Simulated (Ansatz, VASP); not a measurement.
One calculation of In3Se, two programs

Contents of INCAR:

```
SYSTEM = In3Se
ALGO     = Fast           ! electronic algorithm
EDIFF    = 1E-6           ! SCF threshold, eV
ENCUT    = 520            ! plane-wave cutoff, eV
GGA      = CA             ! functional
ISIF     = 2              ! what is computed and relaxed
ISMEAR   = 0              ! smearing method
LASPH    = .TRUE.         ! aspherical terms in the spheres
LCHARG   = .TRUE.         ! write CHGCAR
LELF     = .TRUE.         ! ELF
LREAL    = .FALSE.        ! projectors in reciprocal space
LVHAR    = .TRUE.       
LWAVE    = .FALSE.        ! write WAVECAR
NBANDS   = 30             ! bands
NELM     = 100            ! most SCF steps
PREC     = Accurate       ! precision mode
SIGMA    = 0.1            ! smearing width, eV
```

Contents of KPOINTS:

```
k-points
0
G
  10 10 10
  0 0 0
```

The input POSCAR:

```
In3Se
1.0
    4.8898893809      0.0000000000      0.0000000000
    0.0000000000      4.8898893809      0.0000000000
    0.0000000000      0.0000000000      4.8898893809
In Se
3 1
Direct
    0.0000000000      0.5000000000      0.5000000000
    0.5000000000      0.0000000000      0.5000000000
    0.5000000000      0.5000000000      0.0000000000
    0.0000000000      0.0000000000      0.0000000000
```

Input for Ansatz:

```yaml
crystal:
  lattice:
    - [4.8898893809, 0.0, 0.0]
    - [0.0, 4.8898893809, 0.0]
    - [0.0, 0.0, 4.8898893809]
  atoms:
    - { symbol: In, position: [0.0, 0.5, 0.5] }
    - { symbol: In, position: [0.5, 0.0, 0.5] }
    - { symbol: In, position: [0.5, 0.5, 0.0] }
    - { symbol: Se, position: [0.0, 0.0, 0.0] }
basis:
  ecutwfc: 420
kpoints:
  mp_grid: { grid: [10, 10, 10] }
hamiltonian:
  xc: lda
scf:
  occupations: { method: gaussian, width: 0.1 }
output:
  forces: true
  stress: true
  eigenvalues: true
```

Alike in both runs: task single point; functional LDA; k mesh 10 × 10 × 10; occupations gaussian, width 0.1 eV; no spin polarisation.

|  | VASP | Ansatz |
| --- | --- | --- |
| version | VASP 6.6.1 | Ansatz 0.2.0 |
| potentials or method | VASP PAW LDA potentials, release 64 (In_d, Se) | scalar-relativistic, plane waves, PAW |
| plane-wave cutoff (eV) | 520 | 420 |
| valence electrons in the cell | 45 | 55 |

|  | VASP | Ansatz | Ansatz less VASP |
| --- | --- | --- | --- |
| gap on the k mesh at the Fermi level (eV) | none | none | - |
| pressure (GPa) | -5.4 | -5.5 | 0.00 |

A gap of «none» marks a metal or a gap that the smearing closes. The two sets of potentials don't hold the same shells in valence.
